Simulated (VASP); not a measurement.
A run of VASP 6.6.1:

INCAR

```
SYSTEM = Al
AGGAC    = 1.0          
AGGAX    = 1.0          
ALDAC    = 0.0          
ALDAX    = 1.0          
ALGO     = Normal         ! electronic algorithm
EDIFF    = 1E-6           ! SCF threshold, eV
ENCUT    = 520            ! plane-wave cutoff, eV
GGA      = B5             ! functional
ISIF     = 2              ! what is computed and relaxed
ISMEAR   = 1              ! smearing method
IVDW     = 12             ! dispersion correction
LASPH    = .TRUE.         ! aspherical terms in the spheres
LCHARG   = .FALSE.        ! write CHGCAR
LREAL    = .FALSE.        ! projectors in reciprocal space
LWAVE    = .FALSE.        ! write WAVECAR
NBANDS   = 8              ! bands
NELM     = 100            ! most SCF steps
PREC     = Accurate       ! precision mode
SIGMA    = 0.15           ! smearing width, eV
VDW_A1   = 0.4298       
VDW_A2   = 4.2359       
VDW_S6   = 1.0          
VDW_S8   = 2.6996
```

File KPOINTS:

```
k-points
0
G
  10 10 10
  0 0 0
```

POSCAR

```
Al
1.0
   -1.5899654893      1.5899654893      1.5899654893
    1.5899654893     -1.5899654893      1.5899654893
    1.5899654893      1.5899654893     -1.5899654893
Al
1
Direct
    0.0000000000      0.0000000000      0.0000000000
```

Potentials or basis: VASP PAW PBE potentials, release 64 (Al).

The run is started by

```bash
$ cat potpaw_PBE.64/Al/POTCAR > POTCAR
$ mpirun -np 1 vasp_std > vasp.out
```

Hardware: 1 thread of AMD EPYC 9R45 (Zen 5) (shared host).

Task: Estimate the wall time of this run.

Result: It took 5.2 s on 1 thread of AMD EPYC 9R45 (Zen 5) (shared host), peak memory 0.09 GiB. Counts: scf iterations 10, k points 47.
